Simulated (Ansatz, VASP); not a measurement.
# Cross-check of GeSb2Te4 between VASP and Ansatz, part 2 of 2

Aim: how closely do two programs agree when they are given the same cell, functional and k mesh? The cell is taken from a series of runs on this material, whose earlier steps may have relaxed, scaled, displaced or heated it; both programs get it as it stands.

VASP 6.6.1 and Ansatz 0.2.0.

So far. Step 2 (VASP: single point, HSE06): The run ends at a pressure of -3.34 GPa, with forces up to 0.42 eV/Å.

**3. Ansatz: single point, HSE06**

Level of this step: Ansatz beside VASP: Kohn-Sham DFT, plane waves, HSE06 (Ansatz).

Ansatz runs on its PAW soft_1 files.

The same cell, functional and mesh now go to Ansatz, which takes its cutoff from its data sets.

input.yaml reads:

```yaml
crystal:
  lattice:
    - [2.1978246823, 1.268914672, 13.8970814052]
    - [-2.1978246823, 1.268914672, 13.8970814052]
    - [0.0, -2.5378293439, 13.8970814052]
  atoms:
    - { symbol: Ge, position: [0.5709107885, 0.5709107885, 0.5709107885] }
    - { symbol: Sb, position: [0.426007244, 0.426007244, 0.426007244] }
    - { symbol: Sb, position: [0.9977221974, 0.9977221974, 0.9977221974] }
    - { symbol: Te, position: [0.8712839387, 0.8712839387, 0.8712839387] }
    - { symbol: Te, position: [0.1328096172, 0.1328096172, 0.1328096172] }
    - { symbol: Te, position: [0.7110186463, 0.7110186463, 0.7110186463] }
    - { symbol: Te, position: [0.290246568, 0.290246568, 0.290246568] }
kpoints:
  mp_grid: { grid: [4, 4, 4] }
  band_path:
    path:
      - [0.0, 0.0, 0.0]
      - [0.5, 0.5, 0.5]
      - [0.82799106, 0.17200894, 0.5]
      - [0.5, -0.17200894, 0.17200894]
      - [0.5, 0.0, 0.0]
      - [0.33600447, -0.33600447, 0.0]
      - [0.66399553, 0.0, 0.33600447]
      - [0.5, 0.0, 0.5]
      - [0.1, 0.0, 0.0]
      - [0.532799106, 0.467200894, 0.5]
      - [0.033600447, -0.033600447, 0.0]
    npoints: 1
hamiltonian:
  xc: hse06
  pseudopotentials: { kind: paw, azcp: { folder: soft_1 } }
scf:
  occupations: { method: fixed }
  n_extra_bands: 6
output:
  eigenvalues: true
  write_density: true
  write_potential: true
  elf: true
  volumetric_format: npy
```

Command:

```sh
$ ansatz run input.yaml --threads 3 --pin off --max-ram 92160MiB --backend cuda --events-out ev --progress --plain --runs-dir out --devices 1 --max-vram 13GiB
```

Numbers of over 12 decimals in the logs are rounded to 6 here.

What it wrote:

```text
basis.fft_grid_basis auto: the FFT boxes are laid along the combinations [[1, -1, 0], [0, 1, 0], [0, -1, 1]] of the cell's own vectors, 4.396, 14.127 and 4.396 Å long. The dense box has 30×96×30 points. Along the cell's own vectors, as sized, it would have 96×96×96, 10.24 times as many. Of the 6 symmetry operations that the crystal satisfies within crystal.symmetry.tolerance (time reversal apart; of a slab, those tha [...]
scf.n_extra_bands = 6 over 54 filled bands (N_el = 108.0): the run solves 60 bands
GPUs: using 1 of 1 available (devices: 1).
Engine: ansatz 0.2.0, x86_64-unknown-linux-gnu
Pseudopotentials: kind: paw
Pseudopotential: Ge, paw, valence charge 14, recommended cutoff 420 eV (normal), soft_1/Ge.paw.azcp
Pseudopotential: Sb, paw, valence charge 15, recommended cutoff 420 eV (normal), soft_1/Sb.paw.azcp
Pseudopotential: Te, paw, valence charge 16, recommended cutoff 420 eV (normal), soft_1/Te.paw.azcp
Functional definition: HSE06
  parameter a = 0.25
  parameter omega = 0.11/bohr
  exchange = pbe_x - a*pbe_x_sr(omega) + a*exact_x_sr(omega)
  correlation = pbe_c
davidson cushion auto → on  (no smearing: the cushion is to keep the highest requested band from converging to the state above it; pin scf.eigensolver.cushion to override)
device memory: the entry about to start is reckoned to put 4.0 GiB on a device that reports 38.1 GiB free (of which the cap on the GPU budget leaves the run 13.0 GiB)
GPU FFT provider: cuFFT
GPU libraries: cuBLAS 13.8.2, cuFFT 12.4.0, cuSOLVER 12.3.4
Crystal: 7 atoms, lattice volume = 232.541 Å³
Basis set: ecut = 420 eV, 4595 PW (Γ), FFT grids on a1−a2, a2, −a2+a3
Bands: 60, of which v1, the nominal top of the filled ones, is band 54 counted from 1 (53 counted from 0)
Symmetry: 6 space group operations
Space group: R3m (ITA 160), of the structure as read, at distance tolerance 6.1e-5 Å
k-points: 13 of 64 (time reversal used)
Non-local potential: Ge, projectors of the file, l = 0: 2, l = 1: 2, l = 2: 3, l = 3: 1
Non-local potential: Sb, projectors of the file, l = 0: 2, l = 1: 2, l = 2: 2, l = 3: 1
Non-local potential: Te, projectors of the file, l = 0: 2, l = 1: 2, l = 2: 2, l = 3: 1
PAW form: soft (Blöchl's): semilocal exchange-correlation on the pseudo side does not see the compensation charge
PAW frozen core: Ge, regenerated for the run's functional, and the local potential with it (the file was generated under x = pbe(κ = 0.804, μ = 0.219515), c = pbe(β = 0.066725))
PAW frozen core: Sb, regenerated for the run's functional, and the local potential with it (the file was generated under x = pbe(κ = 0.804, μ = 0.219515), c = pbe(β = 0.066725))
PAW frozen core: Te, regenerated for the run's functional, and the local potential with it (the file was generated under x = pbe(κ = 0.804, μ = 0.219515), c = pbe(β = 0.066725))
PAW one-centre angular grid: Ge, 590 points (default); XC on 64 Gauss nodes
PAW one-centre angular grid: Sb, 590 points (default); XC on 64 Gauss nodes
PAW one-centre angular grid: Te, 590 points (default); XC on 64 Gauss nodes
Initial density: superposition of atomic densities (chi_scale 0.1, normalization cell, long waves kept (reshape's long-wave potential 0.10 eV rms))
Initial wavefunctions: pseudopotential atomic-orbital guess
GPU buffer pool allocated for 86400 grid points (all kernels)
GPU transforms: local potential and band sums: pruned to the plane-wave sphere, on 30×96×30
Functional: x = pbe(κ = 0.804, μ = 0.219515), c = pbe(β = 0.066725), warm-up for x = pbe(κ = 0.804, μ = 0.219515) + 0.25 (exact − pbe) at short range (hse, ω = 0.207870 Å⁻¹), c = pbe(β = 0.066725); HSE06 as pw.x's `hse` composes it (authors' and Libxc's form: `xc: wpbeh`)
SCF iter   1: F=—  HF=-45185.078332 eV  |F-HF|=—  |Δ(HF+E_count)|=         —  Δρ=1.46e-2  dr2=1.85e0  ethr=1.00e-1  ⟨swp⟩=4.2  Hψ=2031  notcnv=0
preconditioner: auto → none  [insulator: Δε(μ)=0.448 eV  Ē_g=7.096 eV  n_scr=58 (ndim 8)  ℏωp=15.0 eV  f_vac=0.013]
SCF iter   2: F=—  HF=-45187.828569 eV  |F-HF|=—  |Δ(HF+E_count)|=    2.75e0  Δρ=2.87e-2  dr2=4.90e1  ethr=1.71e-3  ⟨swp⟩=5.9  Hψ=2316  notcnv=0
[...]
SCF iter   9: F=—  HF=-45185.128441 eV  |F-HF|=—  |Δ(HF+E_count)|=   2.89e-4  Δρ=2.58e-4  dr2=1.62e-4  ethr=2.79e-6  ⟨swp⟩=3.0  Hψ=1762  notcnv=0
SCF iter  10: F=—  HF=-45185.128405 eV  |F-HF|=—  |Δ(HF+E_count)|=   3.65e-5  Δρ=1.10e-4  dr2=4.29e-5  ethr=1.50e-7  ⟨swp⟩=3.5  Hψ=2198  notcnv=0
SCF iter  11: F=-45185.128399 eV  HF=-45185.128401 eV  |F-HF|=2.13e-6  |Δ(HF+E_count)|=   3.96e-6  Δρ=3.35e-5  dr2=3.32e-6  ethr=3.97e-8  ⟨swp⟩=3.4  Hψ=1930  notcnv=0
SCF 1 stopped early in 11 iterations: F = -45185.128399 eV  dr2 = 3.32e-6
  greatest PAW one-centre occupation: 0.998 electrons in one spin orbital (limit 2), on the Ge atom at site 0 (counted from 0), in its partial waves of l = 2
device memory: the entry about to start is reckoned to put 4.9 GiB (of the 5.0 GiB reckoned in all, the device holds 0.1 GiB already) on a device that reports 37.0 GiB free (of which the cap on the GPU budget leaves the run 12.9 GiB)
GPU FFT provider: cuFFT
GPU libraries: cuBLAS 13.8.2, cuFFT 12.4.0, cuSOLVER 12.3.4
Initial density: handed on by an earlier stage of this run
Initial wavefunctions: those handed on with the density
GPU buffer pool allocated for 86400 grid points (all kernels)
GPU transforms: local potential and band sums: pruned to the plane-wave sphere, on 30×96×30
Functional: x = pbe(κ = 0.804, μ = 0.219515) + 0.25 (exact − pbe) at short range (hse, ω = 0.207870 Å⁻¹), c = pbe(β = 0.066725); HSE06 as pw.x's `hse` composes it (authors' and Libxc's form: `xc: wpbeh`)
Exchange kernel: α = 0.2500, screened, ω = 0.2079 Å⁻¹, Wigner–Seitz truncation, v(0) = 1041.7056 eV·Å³, q-mesh 4×4×4, nearest image of the exchange supercell L = 17.58 Å, pair-density grid 27×96×27, without the augmentation charges, whose exchange is taken in its separable form by FFT convolution over the k-point mesh (the finest that the files' search goes to), smooth part of the exact exchange by density-matrix convolution in up to 9.19 GiB of GPU memory as planned if the GPU has room (build and FFT work areas not counted)
Frozen-core exchange: fock
SCF iter   1: F=—  HF=-45211.716220 eV  |F-HF|=—  |Δ(HF+E_count)|=         —  Δρ=4.57e-3  dr2=1.04e-1  ethr=3.08e-8  ⟨swp⟩=10.0  Hψ=4814  notcnv=0
preconditioner: auto → none  [insulator: Δε(μ)=0.494 eV  Ē_g=8.031 eV  n_scr=58 (ndim 8)  ℏωp=15.0 eV  f_vac=0.025]
SCF iter   2: F=—  HF=-45211.690423 eV  |F-HF|=—  |Δ(HF+E_count)|=   2.58e-2  Δρ=1.33e-3  dr2=1.31e-2  ethr=3.08e-8  ⟨swp⟩=7.1  Hψ=4127  notcnv=0
SCF iter   3: F=—  HF=-45211.712496 eV  |F-HF|=—  |Δ(HF+E_count)|=   2.21e-2  Δρ=1.23e-3  dr2=7.32e-3  ethr=3.08e-8  ⟨swp⟩=6.5  Hψ=3755  notcnv=0
SCF iter   4: F=—  HF=-45211.711268 eV  |F-HF|=—  |Δ(HF+E_count)|=   1.23e-3  Δρ=4.74e-4  dr2=3.49e-3  ethr=3.08e-8  ⟨swp⟩=6.0  Hψ=3494  notcnv=0
SCF iter   5: F=—  HF=-45211.710789 eV  |F-HF|=—  |Δ(HF+E_count)|=   4.79e-4  Δρ=2.06e-4  dr2=3.52e-4  ethr=3.08e-8  ⟨swp⟩=5.0  Hψ=3030  notcnv=0
SCF iter   6: F=—  HF=-45211.712031 eV  |F-HF|=—  |Δ(HF+E_count)|=   1.24e-3  Δρ=2.46e-4  dr2=5.20e-4  ethr=3.08e-8  ⟨swp⟩=5.0  Hψ=2677  notcnv=0
SCF iter   7: F=-45211.711924 eV  HF=-45211.711928 eV  |F-HF|=4.02e-6  |Δ(HF+E_count)|=   1.03e-4  Δρ=3.94e-5  dr2=1.73e-5  ethr=3.08e-8  ⟨swp⟩=4.0  Hψ=2375  notcnv=0
SCF 2 stopped early in 7 iterations: F = -45211.711924 eV  dr2 = 1.73e-5
hybrid outer 1: dexx = +2.690e-2 eV, tail = 1.89e-4 eV
GPU FFT provider: cuFFT
GPU libraries: cuBLAS 13.8.2, cuFFT 12.4.0, cuSOLVER 12.3.4
GPU buffer pool allocated for 86400 grid points (all kernels)
GPU transforms: local potential and band sums: pruned to the plane-wave sphere, on 30×96×30
Exchange kernel: α = 0.2500, screened, ω = 0.2079 Å⁻¹, Wigner–Seitz truncation, v(0) = 1041.7056 eV·Å³, q-mesh 4×4×4, nearest image of the exchange supercell L = 17.58 Å, pair-density grid 27×96×27, without the augmentation charges, whose exchange is taken in its separable form by FFT convolution over the k-point mesh (the finest that the files' search goes to), smooth part of the exact exchange by density-matrix convolution in up to 9.19 GiB of GPU memory as planned if the GPU has room (build and FFT work areas not counted)
Frozen-core exchange: fock
SCF iter   1: F=—  HF=-45211.710991 eV  |F-HF|=—  |Δ(HF+E_count)|=         —  Δρ=4.93e-5  dr2=7.50e-6  ethr=8.73e-7  ⟨swp⟩=3.1  Hψ=1784  notcnv=0
preconditioner: auto → none  [insulator: Δε(μ)=0.491 eV  Ē_g=8.021 eV  n_scr=58 (ndim 8)  ℏωp=15.0 eV  f_vac=0.025]
SCF iter   2: F=—  HF=-45211.710994 eV  |F-HF|=—  |Δ(HF+E_count)|=   2.43e-6  Δρ=2.87e-5  dr2=2.00e-5  ethr=6.24e-9  ⟨swp⟩=4.0  Hψ=2649  notcnv=0
SCF iter   3: F=—  HF=-45211.710993 eV  |F-HF|=—  |Δ(HF+E_count)|=   1.37e-6  Δρ=1.75e-5  dr2=6.73e-6  ethr=6.24e-9  ⟨swp⟩=3.9  Hψ=1894  notcnv=0
iter 4 solved again at ethr=3.68e-10 eV; its pass at ethr=5.53e-9 eV (dr2=3.97e-7 eV) is discarded
SCF iter   4: F=—  HF=-45211.710992 eV  |F-HF|=—  |Δ(HF+E_count)|=   5.84e-7  Δρ=6.91e-6  dr2=1.11e-6  ethr=3.68e-10  ⟨swp⟩=2.6  Hψ=3448  notcnv=0
SCF iter   5: F=—  HF=-45211.710995 eV  |F-HF|=—  |Δ(HF+E_count)|=   3.28e-6  Δρ=7.89e-6  dr2=4.18e-7  ethr=3.68e-10  ⟨swp⟩=5.6  Hψ=2524  notcnv=0  defer=2
SCF iter   6: F=—  HF=-45211.710995 eV  |F-HF|=—  |Δ(HF+E_count)|=   6.28e-8  Δρ=2.03e-6  dr2=1.18e-7  ethr=3.21e-10  ⟨swp⟩=3.0  Hψ=1816  notcnv=0
SCF iter   7: F=-45211.710995 eV  HF=-45211.710995 eV  |F-HF|=7.06e-8  |Δ(HF+E_count)|=   2.55e-9  Δρ=1.74e-6  dr2=9.88e-8  ethr=8.53e-11  ⟨swp⟩=3.5  Hψ=1797  notcnv=0
SCF 3 converged in 7 iterations: F = -45211.710995 eV  dr2 = 9.88e-8
hybrid outer 2: dexx = +3.882e-6 eV, tail = 2.75e-7 eV, Δε = 2.55e-3 eV (about 1.51e-4 eV left of the loop's levels)
device memory: the entry about to start is reckoned to put 1.5 GiB on a device that reports 33.5 GiB free (of which the cap on the GPU budget leaves the run 13.0 GiB)
NSCF: frozen V_eff on 11 k-points
hybrid SCF converged: 2 outer / 14 inner (+11 warm-up), last move |dexx| = 3.88e-6 eV, tail = 2.75e-7 eV
Stability not checked: this state was not tested for a lower state beside it, because the functional holds exact exchange (a hybrid, or Hartree-Fock), whose exchange loop this test does not read (fock_operator; see scf.lower_state_search)
Free energy (F): -45211.710995 eV
Frozen-core exchange: fock
Harris-Foulkes:  -45211.710995 eV  (|F-HF|=7.06e-8)
Internal energy: -45211.710995 eV  (E = F + TS)
E sigma→0 (E₀):  -45211.710995 eV
Fermi energy:    7.979874 eV
--- Per-component energies (eV) ---
  E_band       = -1857.755035
  E_kinetic    = 1091.040883
  E_local      = -12457.851733  (includes V_loc(G=0)·N_el)
  E_nonlocal   = 1237.992107
  E_hartree    = 5859.358999
  E_xc         = -610.848778
  E_vxc        = -524.042227  (∫ρ·V_xc dr)
  E_exx        = -314.580312  (= α·E_x^exact, valence–valence)
  E_paw        = -29628.661355  (= ΣΔE_a)
  E_vpaw       = -2294.447935  (= ΣTr[D̂ρ^β])
  E_aug_tail   = 0.000649  (compensation charges beyond the density's cutoff)
  E_ewald      = -10387.123927
  E_core_change = -1.037528  (= ΣΔE_core)
  E_smearing   = -0.000000  (= −TS)
  E_closure    = -0.000000  (closes the sum)
  Σ components = -45211.710995   (vs F -45211.710995, Δ=0.00e0)
--- Band table (eV; the first three rows and the last of 13) ---
  k-point 0: bands = [... 50 lower, 6.4644, 6.4644, 6.9259, 7.9382, 8.4992, 8.6849, 8.6849, 9.6323, ... 2 higher]
  k-point 1: bands = [... 50 lower, 6.2483, 6.5363, 7.1934, 7.4631, 9.1385, 9.2621, 9.7064, 10.2354, ... 2 higher]
  k-point 2: bands = [... 50 lower, 6.1859, 6.2790, 6.6275, 7.0195, 9.1862, 9.3246, 9.5402, 10.2703, ... 2 higher]
  k-point 12: bands = [... 50 lower, 6.5750, 6.5750, 6.7513, 7.9799, 8.4707, 8.5960, 8.5960, 9.6409, ... 2 higher]
```

**4. Side by side**

Known differences besides the potentials themselves: exact exchange at q = 0 is treated differently, which shows on coarse meshes; VASP keeps PBE cores, Ansatz makes them for the functional; fixed occupations in Ansatz, narrow Gaussian smearing in VASP; the data sets hold 108 valence electrons in Ansatz (on its PAW soft_1 files) and 48 in VASP; the cutoff is 420 eV in Ansatz and 410 eV in VASP; VASP takes a coarser grid for exact exchange (PRECFOCK = Fast). Total energies have different zeros and are not compared.

The two programs side by side:

```
              quantity  Ansatz   VASP  difference
gap on the k mesh (eV)   0.491  0.510      -0.019
```

A gap on the mesh is an upper bound, since the band edges may lie between its points.

**5. Outcome**

```yaml
difference_in_gap_on_the_k_mesh_single_point_hse06: -0.019 eV
```

What this shows: The difference in gap on the k mesh is -0.019 eV (single point, HSE06), within the 0.08 eV picked in this series as the mark of a large difference. The data sets hold unlike numbers of valence electrons (108 in Ansatz and 48 in VASP), so part of the differences comes from the potentials. Such differences can come from data sets, numerical settings and the points named under the comparisons, not from the functional's error against experiment.

[Lines on the potential files, build, host, timing and source positions are cut from VASP's logs without a mark.]

[Logs are printed without paths, hosts, clocks, repeated set-up lines and the standing remarks that a program may print on its own settings, such as how far it seeks lower states.]

[Hosts, paths, dates, database ids (printed as entryN), source tags and the programs' standing remarks are cut or masked in the printed files.]
